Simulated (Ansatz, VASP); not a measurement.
WC4 in VASP and in Ansatz

```
W C
1.0
     4.30951    0.00000    0.00000
     0.00000    4.30951    0.00000
     0.00000    0.00000    4.30951
W C
1 4
Direct
  0.50000 0.50000 0.50000
  0.00000 0.50000 0.50000
  0.50000 0.00000 0.50000
  0.50000 0.50000 0.00000
  0.00000 0.00000 0.00000
```

Alike in both runs: task single point; functional PBE; k mesh 4 × 4 × 4; occupations gaussian, width 0.1 eV; no spin polarisation.

|  | VASP | Ansatz |
| --- | --- | --- |
| version | VASP 6.6.1 | Ansatz 0.2.0 |
| potentials or method | VASP PAW PBE potentials, release 64 (W_sv, C) | scalar-relativistic, plane waves, PAW |
| plane-wave cutoff (eV) | 520 | 420 |
| valence electrons in the cell | 30 | 30 |

VASP gave:

| Quantity | Value |
| --- | --- |
| gap on the k mesh at the Fermi level (eV) | none |
| pressure (GPa) | -18.3 |

Problem. Which values does Ansatz return?

Solution. gap on the k mesh at the Fermi level (eV): none; pressure (GPa): -18.4.

A gap of «none» marks a metal or a gap that the smearing closes. The functional is the same, so the differences come from potentials, cutoffs and numerics.

Caveats: the k mesh is coarse (spacing up to 0.36 Å⁻¹), so the values aren't converged; so large a pressure means that the cell lies far from this level's equilibrium, or that cutoff or potentials fall short (VASP). The runs have no spin-orbit coupling, so splittings on W are missing.
